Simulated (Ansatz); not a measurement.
**FeS₂: experiment and calculation**

**The experiment to reproduce.**

From “Synthetic control over polymorph formation in the d-band semiconductor system FeS2”, 2021, arxiv:2111.12440, for a bulk crystal of FeS2: band gap 0.11 eV (from transport).

The runs below are set against these values where they give the same quantity.

Computed with DFT PBE, scalar-relativistic, plane waves, PAW (Ansatz).

Plane waves to 420 eV, a k mesh through Γ of 6×6×8 on the computed 6-atom cell and Gaussian smearing (0.02 eV); no spin polarisation.

Relaxed structure, symmetry kept:

```cif
data_structure
_symmetry_space_group_name_H-M 'Pnnm'
_symmetry_Int_Tables_number 58
_cell_length_a 4.4389
_cell_length_b 5.4098
_cell_length_c 3.3893
_cell_angle_alpha 90.000
_cell_angle_beta 90.000
_cell_angle_gamma 90.000
_cell_volume 81.39
loop_
_atom_site_label
_atom_site_type_symbol
_atom_site_symmetry_multiplicity
_atom_site_Wyckoff_symbol
_atom_site_fract_x
_atom_site_fract_y
_atom_site_fract_z
_atom_site_occupancy
Fe1 Fe 2 a 0.00000 0.00000 0.00000 1
S1 S 4 g 0.20627 0.37518 0.00000 1
```

* Space group: Pnnm (No. 58)
* Volume per atom: 13.57 Å³
* Formation energy from the elements' standard states (uncorrected): -0.534 eV/atom
* Kohn–Sham band gap: 0.86 eV, indirect from (0.406, 0.000, 0.000) to T
* Löwdin character of the top 1 eV of the valence band: Fe 3d 85 %, S 3p 10 %
* Löwdin character of the lowest 1 eV of the conduction band: Fe 3d 53 %, S 3p 36 %, S 3s 8 % (semilocal functionals without a Hubbard U place empty 3d levels too low)
* Electron masses at the edge by Cartesian direction of the standard setting (m_e; degenerate bands sorted by energy; no spin-orbit coupling): x: 1.4, 1.4; y: 1.1, 1.1; z: 2.4, 2.4
* Hole masses at the edge by Cartesian direction of the standard setting (m_e; degenerate bands sorted by energy; no spin-orbit coupling): x: 0.41; y: 1.7; z: 4.4
* Bulk modulus: 150 GPa
* Its pressure derivative: 4.7
* Electronic dielectric constant xx, yy, zz of the standard setting (independent particles): 22.3, 20.7, 19.0
* Bader charges (e): Fe (2 in the cell) 0.72, S (4 in the cell) -0.36

A ferromagnetic start lost its moments in a first run, so spin was left out; other magnetic orders weren't tried.

A measured band gap of FeS2 is 0.11 eV (from transport; the paper above); the calculated 0.86 eV misses it by +0.75 eV. 2 values of this kind are on record (0.11 to 0.83 eV); this one was drawn at random. Kohn–Sham gaps of semilocal functionals fall short of measured ones as a rule. Lattice constants aren't compared, since papers order the axes of such cells in different ways.

This form isn't the usual stable structure of the compound.

Cost: 12 runs of about 15 core-minutes in all, on Arm Neoverse V2 (shared hosts).